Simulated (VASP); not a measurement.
# A VASP 6.6.1 single-point calculation on InAs

INCAR

```
ALGO = Damped
NSW = 0
LWAVE = .FALSE.
PREC = Accurate
ISIF = 2
ISMEAR = -1
TIME = 0.4
LCHARG = .FALSE.
NELM = 120
LASPH = .TRUE.
EDIFF = 1E-7
IBRION = -1
ENCUT = 520
LREAL = .FALSE.
BMIX = 0.0001
SIGMA = 0.02
AMIX = 0.2
GGA = PE
NBANDS = 16
```

KPOINTS

```
KPOINTS created by Atomic Simulation Environment
0
Gamma
8 8 8
0 0 0
```

POSCAR

```
In As
 1.0000000000000000
     0.0000000000000000    3.0545904709000000    3.0698634232000002
     3.0545904709000000    0.0000000000000000    3.0698634232000002
     3.0545904709000000    3.0545904709000000    0.0000000000000000
 In  As
   1   1
Cartesian
  0.0000000000000000  0.0000000000000000  0.0000000000000000
  1.5272952354500000  1.5272952354500000  1.5349317115999996
```

The recommended PBE PAW datasets give the neutral cell 18 valence electrons.

Command

```
mpirun -np 1 vasp_std
```

OSZICAR

```
N       E                     dE             d eps       ncg     rms           ort
DAV:   1     0.179030391108E+03    0.17903E+03   -0.81355E+03   944   0.139E+03
DAV:   2     0.466010491588E+02   -0.13243E+03   -0.12747E+03   944   0.342E+02
DAV:   3     0.532422468938E+01   -0.41277E+02   -0.39956E+02   944   0.177E+02
DAV:   4    -0.449741839572E+01   -0.98216E+01   -0.96987E+01   944   0.987E+01
DAV:   5    -0.774372172126E+01   -0.32463E+01   -0.32222E+01   944   0.451E+01
SDA:   6    -0.725812619716E+01    0.48560E+00   -0.54418E+00   944   0.136E+01   0.000E+00
DMP:   7    -0.755256683288E+01   -0.29444E+00   -0.21919E+00   944   0.505E+00   0.113E+00
DMP:   8    -0.767173149586E+01   -0.11916E+00   -0.32495E-01   944   0.644E-01   0.441E-01
DMP:   9    -0.768547870151E+01   -0.13747E-01   -0.24787E-01   944   0.677E-01  -0.151E-01
DMP:  10    -0.769738431299E+01   -0.11906E-01   -0.69524E-02   944   0.188E-01  -0.377E-02
...
DMP:  20    -0.770531186194E+01   -0.72072E-05   -0.57289E-05   944   0.874E-05   0.146E-04
DMP:  21    -0.770531684915E+01   -0.49872E-05   -0.34478E-05   944   0.485E-05   0.986E-05
DMP:  22    -0.770531985070E+01   -0.30015E-05   -0.21121E-05   944   0.298E-05   0.601E-05
DMP:  23    -0.770532151265E+01   -0.16620E-05   -0.11898E-05   944   0.163E-05   0.352E-05
DMP:  24    -0.770532255260E+01   -0.10399E-05   -0.63500E-06   944   0.829E-06   0.199E-05
DMP:  25    -0.770532308050E+01   -0.52790E-06   -0.31810E-06   944   0.402E-06   0.103E-05
DMP:  26    -0.770532331164E+01   -0.23114E-06   -0.14348E-06   944   0.176E-06   0.479E-06
DMP:  27    -0.770532345467E+01   -0.14302E-06   -0.58184E-07   944   0.703E-07   0.197E-06
DMP:  28    -0.770532347065E+01   -0.15980E-07   -0.21768E-07   944   0.279E-07   0.694E-07
   1 F= -.77053235E+01 E0= -.77052518E+01  d E =-.143266E-03
```

From OUTCAR

```
k-points           NKPTS =     59   k-points in BZ     NKDIM =     59   number of bands    NBANDS=     16

   NELECT =      18.0000    total number of electrons

   dimension x,y,z NGX =    32 NGY =   32 NGZ =   32
   dimension x,y,z NGXF=    64 NGYF=   64 NGZF=   64

  energy-cutoff  :      520.00
  volume of cell :       57.29
      direct lattice vectors                 reciprocal lattice vectors
     0.000000000  3.054590471  3.069863423    -0.163688064  0.163688064  0.162873695
     3.054590471  0.000000000  3.069863423     0.163688064 -0.163688064  0.162873695
     3.054590471  3.054590471  0.000000000     0.163688064  0.163688064 -0.162873695

 k-points in reciprocal lattice and weights: KPOINTS created by Atomic Simulation Env
   0.00000000  0.00000000  0.00000000       0.002
   0.12500000  0.00000000  0.00000000       0.016
   0.25000000  0.00000000  0.00000000       0.016
   0.37500000  0.00000000  0.00000000       0.016
   0.50000000  0.00000000  0.00000000       0.008
   0.12500000  0.12500000  0.00000000       0.004
   0.25000000  0.12500000  0.00000000       0.016
   0.37500000  0.12500000  0.00000000       0.016
   ...

 E-fermi :   4.1695

 k-point     1 :       0.0000    0.0000    0.0000
  band No.  band energies     occupation
      1     -10.1706      2.00000
      2     -10.1689      2.00000
      3     -10.1689      2.00000
      4     -10.0583      2.00000
      5     -10.0575      2.00000
      6      -7.4819      2.00000
      7       3.7766      2.00000
      8       4.1389      1.64388
      9       4.1623      1.17913
     10       4.1623      1.17909
     11       8.0416      0.00000
     12       8.0416      0.00000
     13       8.0515      0.00000
     14      11.5416      0.00000
     15      13.7015      0.00000
     16      13.7882      0.00000

 k-point     2 :       0.1250    0.0000    0.0000
  band No.  band energies     occupation
      1     -10.1865      2.00000
      2     -10.1648      2.00000
      3     -10.1638      2.00000
      4     -10.0584      2.00000
      5     -10.0575      2.00000
      6      -7.3308      2.00000
      7       2.2452      2.00000
      8       3.9645      1.99993
      9       3.9830      1.99982
     10       5.1456      0.00000
     11       8.1701      0.00000
     12       8.3103      0.00000
     13       8.3157      0.00000
     14      12.3592      0.00000
     15      12.8787      0.00000
     16      12.9348      0.00000

 k-point     3 :       0.2500    0.0000    0.0000
  band No.  band energies     occupation
      1     -10.2252      2.00000
      2     -10.1537      2.00000
      3     -10.1527      2.00000
      4     -10.0574      2.00000
      5     -10.0562      2.00000
      6      -6.9178      2.00000
      7       0.5193      2.00000
      8       3.6028      2.00000
      9       3.6274      2.00000
     10       5.3104      0.00000
     11       8.7290      0.00000
     12       8.7395      0.00000
     13       9.2061      0.00000
     14      12.4627      0.00000
     15      12.6589      0.00000
     16      12.6762      0.00000

 ...

  Total        0.6580715      0.6580715      0.6025280      0.0000000      0.0000000      0.0000000
  in kB       18.4046953     18.4046953     16.8512770      0.0000000      0.0000000      0.0000000
  external PRESSURE =      17.8868892 kB  Pullay stress =       0.0000000 kB

 POSITION                                       TOTAL-FORCE (eV/Angst)
 -----------------------------------------------------------------------------------
      0.00000      0.00000      0.00000        -0.000000     -0.000000      0.000000
      1.52730      1.52730      1.53493         0.000000      0.000000     -0.000000
 -----------------------------------------------------------------------------------
    total drift:                               -0.000000     -0.000000      0.000000

  FREE ENERGIE OF THE ION-ELECTRON SYSTEM (eV)
  ---------------------------------------------------
  free  energy   TOTEN  =        -7.7053234706 eV

  energy  without entropy=       -7.7051802051  energy(sigma->0) =       -7.70525184
```

It converged. Results: gap between bands v and c on the k mesh 0.00 eV; least direct gap on the k mesh 0.00 eV; pressure 1.8 GPa. Band v is the last that the valence electrons fill when counted band by band, and c is the next.

For comparison, a separate PBE run of the intended cell, on usual settings and not on those above, gives a gap of 0.00 eV on its mesh and a pressure of 1.8 GPa.

The run above took about 53 s on one core of a shared host (Intel Xeon Platinum 8488C) and held 0.25 GiB at most.
